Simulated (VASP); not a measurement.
# BeSe: electric field gradients with PBE

The system is BeSe.

```
CELL_PARAMETERS angstrom
0.00000 5.16794 5.16794
5.16794 0.00000 5.16794
5.16794 5.16794 0.00000
ATOMIC_POSITIONS crystal
Be 0.00000 0.00000 0.00000
Be 0.00000 0.00000 0.50000
Be 0.00000 0.50000 0.00000
Be 0.00000 0.50000 0.50000
Be 0.50000 0.00000 0.00000
Be 0.50000 0.00000 0.50000
Be 0.50000 0.50000 0.00000
Be 0.50000 0.50000 0.50000
Se 0.37500 0.37500 0.37500
Se 0.37500 0.37500 0.87500
Se 0.37500 0.87500 0.37500
Se 0.37500 0.87500 0.87500
Se 0.87500 0.37500 0.37500
Se 0.87500 0.37500 0.87500
Se 0.87500 0.87500 0.37500
Se 0.87500 0.87500 0.87500
```

The cell comes from a database or a generator and needn't be the stable form of this composition.

| Property | Result |
| --- | --- |
| Program | VASP 6.6.1 |
| Task | electric field gradients |
| Functional | PBE |
| Potentials or basis | VASP PAW PBE potentials, release 64 (Be, Se) |
| Cutoff | 520 eV |
| k mesh | 3 × 3 × 3 |
| Occupations | gaussian, width 0.01 eV |
| Spin | no spin polarisation |
| Dipole correction | no |
| Further INCAR settings | LREAL = Auto; ALGO = Normal; EDIFF = 1e-08; NBANDS = 46 |

The pressure is 0.7 GPa. The band gap on the k mesh is 2.65 eV.

Levels at points of the mesh, in eV from the valence-band top:
```csv
k point,band 29,band 30,band 31,band 32,band 33,band 34,band 35,band 36
"(0.00, 0.00, 0.00)",-1.06,0.00,0.00,0.00,2.65,2.65,2.65,4.21
```

Electric field gradients, principal values (V/Å²):
```csv
atom,Vxx,Vyy,Vzz
1 Be,0.000,0.000,0.000
2 Be,0.000,0.000,0.000
3 Be,0.000,0.000,0.000
4 Be,0.000,0.000,0.000
5 Be,0.000,0.000,0.000
6 Be,0.000,0.000,0.000
7 Be,0.000,0.000,0.000
8 Be,0.000,0.000,0.000
9 Se,0.000,0.000,0.001
10 Se,0.000,0.000,0.001
11 Se,0.000,0.000,0.001
12 Se,0.000,0.000,0.001
13 Se,0.000,0.000,0.001
14 Se,0.000,0.000,0.001
15 Se,0.000,0.000,0.001
16 Se,0.000,0.000,0.001
```

It took 83 s on 1 thread of Intel(R) Xeon(R) Platinum 8559C (Emerald Rapids), on a shared host, peak memory 0.37 GiB.

A hybrid or GW would open this gap; PBE tends to underestimate it.
